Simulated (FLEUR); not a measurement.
C under changes of volume

One of the cells (5.672 Å³/atom); the others are scaled copies at fixed shape and fractional positions:

```
C
1.0
     0.00000    1.78337    1.78337
     1.78337    0.00000    1.78337
     1.78337    1.78337    0.00000
C
2
Direct
  0.75000 0.75000 0.75000
  0.50000 0.50000 0.50000
```

This isn't the form of C at room conditions, which is graphite.

```yaml
Program: FLEUR MaX-R8.1 (later development tree)
Functional: PBEsol
Potentials_or_basis: all-electron
Basis: FLAPW
Kmax: 5.5 1/bohr
k_mesh: 13 × 13 × 13
Occupations: fermi-dirac, width 0.05 eV
Spin: no spin polarisation
```

| volume (Å³/atom) | energy over the lowest point (meV/atom) | gap on the mesh (eV) |
| --- | --- | --- |
| 5.332 | 20.41 | 4.15 |
| 5.445 | 6.40 | 4.11 |
| 5.672 | 0.00 | 4.01 |
| 5.899 | ? | ? |
| 6.012 | 35.13 | 3.89 |

Q: What does the run at 5.899 Å³/atom give?

A: Energy over the lowest point 18.15 meV/atom; gap on the mesh 3.93 eV.

Worked out: A Birch-Murnaghan fit of order 2 (a polynomial in V^(-2/3)) to the other rows has its minimum at 5.61 Å³/atom with B0 = V·E''(V) = 452 GPa. It gives 18.28 meV/atom at 5.899 Å³/atom, against the run's 18.15. A straight line through the other rows of the gap, of slope -2.19 eV per unit of ln V, gives 3.93 eV, against the run's 3.93.

Energies are extrapolated to zero smearing.

Caveats: an odd mesh through Γ misses points on the zone boundary, where band edges often lie.
